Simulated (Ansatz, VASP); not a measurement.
# Two plane-wave programs on NiGe

```xyz
2
Lattice="2.9592 0.0000 0.0000 0.0000 2.9592 0.0000 0.0000 0.0000 2.9927" Properties=species:S:1:pos:R:3 pbc="T T T"
Ni    1.4796    1.4796    1.4964
Ge    0.0000    0.0000    0.0000
```

Alike in both runs: functional PBE; k mesh 6 × 6 × 6; occupations gaussian, width 0.1 eV; no spin polarisation.

Ansatz relaxed the structure, and its values are those at the end. VASP's run is a single point on that final structure, the one shown.

|  | VASP | Ansatz |
| --- | --- | --- |
| version | VASP 6.6.1 | Ansatz 0.2.0 |
| potentials or method | VASP PAW PBE potentials, release 64 (Ni, Ge_d) | scalar-relativistic, plane waves, PAW |
| plane-wave cutoff (eV) | 520 | 420 |
| valence electrons in the cell | 24 | 32 |

Ansatz gave:

```
gap on the k mesh at the Fermi level (eV) : none
pressure (GPa)                            : -0.1
```

Task: What did VASP give for the same quantities?

Result: gap on the k mesh at the Fermi level (eV): none; pressure (GPa): 0.1.

A gap of «none» marks a metal or a gap that the smearing closes. The two sets of potentials don't hold the same shells in valence.

Spin polarisation is off, so any magnetic state and its effect on volume and gap are missing.
